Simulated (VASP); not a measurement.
# AlN: convergence, relaxation of the atoms

AlN, P1 (no. 1), 4 atoms in the cell. LDA; PAW potentials Al, N (LDA set). VASP 6.6.1.

Wanted: energy within 2 meV/atom; shortest distances from each atom, periodic images included within 0.005 Å.

What the run is for: geometry; Accuracy asked: standard.

POSCAR:
```
AlN
1.0
    3.1130000000      0.0000000000      0.0000000000
   -1.5565000000      2.6959370820      0.0000000000
    0.0000000000      0.0000000000      4.9810000000
Al N
2 2
Direct
    0.6430960000      0.3290000000      0.4947790000
    0.3477480000      0.7091380000     -0.0069740000
    0.6418000000      0.2862480000      0.8746370000
    0.3215240000      0.6716490000      0.3691160000
```

The series start from Plane-wave cutoff (eV): 520; k-point mesh: 5 × 5 × 3; Ionic threshold (EDIFFG): -0.01; Electronic threshold (eV): 1e-6; Precision mode (PREC): Accurate; Relaxation algorithm: IBRION=2; Electronic steps between moves: NELMIN=4 ALGO=Normal. Each series keeps the choices made before it, and each single choice may use up half of a tolerance.

## Plane-wave cutoff (eV)

| Plane-wave cutoff (eV) | Energy less reference (meV/atom) | Shortest distances from each atom, periodic images included, largest deviation (Å) | SCF iterations | Time (s) |
|---|---|---|---|---|
| 360 | 4.8 | 0.0001 | 71 | 14 |
| 400 | 0.7 | 0.0005 | 72 | 14 |
| 460 | -0.1 | 0.0000 | 76 | 17 |
| 520 | 0.8 | 0.0000 | 76 | 20 |
| 640 (reference) | 0.0 | 0.0000 | 76 | 31 |

Chosen: 400, the loosest value from which every tighter one stays within half of the tolerance.

## k-point mesh

| k-point mesh | Energy less reference (meV/atom) | Shortest distances from each atom, periodic images included, largest deviation (Å) | SCF iterations | Time (s) |
|---|---|---|---|---|
| 3 × 3 × 2 | 47.4 | 0.0062 | 72 | 5.0 |
| 4 × 4 × 2 | 8.7 | 0.0016 | 76 | 8.6 |
| 5 × 5 × 3 | 2.0 | 0.0003 | 72 | 14 |
| 7 × 7 × 4 | 0.2 | 0.0000 | 72 | 37 |
| 8 × 8 × 5 (reference) | 0.0 | 0.0000 | 72 | 56 |

Chosen: 7 × 7 × 4.

## Ionic threshold (EDIFFG)

| Ionic threshold (EDIFFG) | Energy less reference (meV/atom) | Shortest distances from each atom, periodic images included, largest deviation (Å) | SCF iterations | Time (s) |
|---|---|---|---|---|
| -0.1 | 0.4 | 0.0010 | 53 | 26 |
| -0.05 | 0.0 | 0.0011 | 68 | 34 |
| -0.02 | 0.0 | 0.0005 | 72 | 44 |
| -0.01 | 0.0 | 0.0005 | 72 | 37 |
| -0.005 | 0.0 | 0.0000 | 76 | 44 |
| -0.002 (reference) | 0.0 | 0.0000 | 76 | 48 |

Chosen: -0.1.

## Electronic threshold (eV)

| Electronic threshold (eV) | Energy less reference (meV/atom) | Shortest distances from each atom, periodic images included, largest deviation (Å) | SCF iterations | Time (s) |
|---|---|---|---|---|
| 0.0001 | 0.0 | 0.0001 | 39 | 20 |
| 1e-5 | 0.0 | 0.0001 | 46 | 26 |
| 1e-6 | 0.0 | 0.0000 | 53 | 26 |
| 1e-7 (reference) | 0.0 | 0.0000 | 60 | 36 |

Chosen: 0.0001.

## Precision mode (PREC)

| Precision mode (PREC) | Energy less reference (meV/atom) | Shortest distances from each atom, periodic images included, largest deviation (Å) | SCF iterations | Time (s) |
|---|---|---|---|---|
| Normal | -0.8 | 0.0002 | 39 | 9.8 |
| Accurate (reference) | 0.0 | 0.0000 | 39 | 20 |

Chosen: Normal.

## Relaxation algorithm

| Relaxation algorithm | Energy less reference (meV/atom) | Shortest distances from each atom, periodic images included, largest deviation (Å) | SCF iterations | Time (s) |
|---|---|---|---|---|
| IBRION=2 | 0.0 | 0.0000 | 39 | 9.8 |
| IBRION=2 POTIM=0.2 | 0.1 | 0.0016 | 40 | 11 |
| IBRION=2 POTIM=0.8 | 0.0 | 0.0026 | 56 | 16 |
| IBRION=1 | -0.3 | 0.0027 | 40 | 12 |
| IBRION=1 POTIM=0.2 | 0.1 | 0.0027 | 24 | 7.0 |
| IBRION=1 POTIM=0.3 NFREE=9 | -0.1 | 0.0039 | 29 | 8.2 |
| IBRION=3 POTIM=0.2 SMASS=0.4 | -0.3 | 0.0053 | 70 | 20 |
| IBRION=3 POTIM=0.3 | -0.4 | 0.0011 | 42 | 14 |

Chosen: IBRION=2; no other choice that stays within half of the tolerance saves 30 % of the time.

## Electronic steps between moves

| Electronic steps between moves | Energy less reference (meV/atom) | Shortest distances from each atom, periodic images included, largest deviation (Å) | SCF iterations | Time (s) |
|---|---|---|---|---|
| NELMIN=4 ALGO=Normal | 0.0 | 0.0000 | 39 | 9.8 |
| ALGO=Normal | 0.0 | 0.0002 | 35 | 13 |
| NELMIN=4 MAXMIX=40 ALGO=Normal | 0.0 | 0.0006 | 36 | 11 |
| NELMIN=4 ALGO=Fast | 0.0 | 0.0001 | 44 | 11 |
| NELMIN=4 MAXMIX=40 ALGO=Fast | 0.0 | 0.0006 | 46 | 13 |

Chosen: NELMIN=4 ALGO=Normal.

## All choices together

| Input | Energy less reference (meV/atom) | Shortest distances from each atom, periodic images included, largest deviation (Å) | Time (s) |
|---|---|---|---|
| the program's defaults (naive) | 1.9 | 0.0007 | 7.1 |
| chosen settings | 0.6 | 0.0008 | 9.8 |
| reference settings throughout | 0.0 | 0.0000 | 194 |

The tolerance is met.

## The input

INCAR:
```
GGA = CA ; ISMEAR = 0
SIGMA = 0.03 ; LWAVE = False
LCHARG = False ; ISIF = 2
NSW = 120 ; PREC = Normal
LASPH = True ; LREAL = False
ALGO = Normal ; EDIFF = 1E-4
NELM = 120 ; GGA_COMPAT = False
IBRION = 2 ; EDIFFG = -0.1
NELMIN = 4 ; ENCUT = 400
EFERMI = MIDGAP ; KPAR = 2
```

KPOINTS:
```
Automatic mesh
0
Gamma
  7 7 4
  0 0 0
```

Commands:
```
cat potpaw_LDA.64/Al/POTCAR potpaw_LDA.64/N/POTCAR > POTCAR
mpirun -np 2 vasp_std > vasp.out
```

The naive input happens to agree within the tolerance here, in 7.1 s.

The chosen input took VASP 6.6.1 9.8 s on 2 cores (Intel Xeon 6975P-C (Granite Rapids)), a shared host.

## An input that fails: too few ionic steps

It gives no converged result.

Changes against the starting input:
```
- NSW = 120
- NELM = 120
+ NSW = 3
+ NELM = 68
```
